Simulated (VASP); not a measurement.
A run of VASP 6.6.1:

INCAR

```
PREC = Accurate
ENCUT = 520
EDIFF = 1E-6
ISMEAR = -1
SIGMA = 0.1
LREAL = F
LASPH = T
NELM = 100
ALGO = Fast
ISIF = 2
LWAVE = F
LCHARG = T
GGA = PE
LELF = T
LVHAR = T
NBANDS = 27
```

Contents of KPOINTS:

```
Automatic mesh
0
Gamma
  8 8 8
```

File POSCAR:

```
Ba2S3
1.0
   -2.2666760000      3.7580360000      4.6955460000
    4.5333520000      0.0000000000      0.0000000000
    2.2666760000      3.7580360000     -4.6955460000
S Ba
3 2
Direct
    0.0000000000      0.0000000000      0.0000000000
    0.7032000000      0.5000000000      0.7032000000
    0.2968000000      0.5000000000      0.2968000000
    0.7245000000      0.2245000000      0.2755000000
    0.2755000000      0.7755000000      0.7245000000
```

Potentials or basis: VASP PAW PBE potentials, release 64 (S, Ba_sv).

Launch:

```bash
$ cat potpaw_PBE.64/S/POTCAR potpaw_PBE.64/Ba_sv/POTCAR > POTCAR
$ mpirun -np 1 vasp_std > vasp.out
```

Hardware: 1 thread of Intel(R) Xeon(R) 6975P-C (Granite Rapids), on a shared host.

How long does it take, and how much memory?

Wall time 3.5 min on 1 thread of Intel(R) Xeon(R) 6975P-C (Granite Rapids), on a shared host, peak memory 0.47 GiB. Counts: scf iterations 16, k points 95.
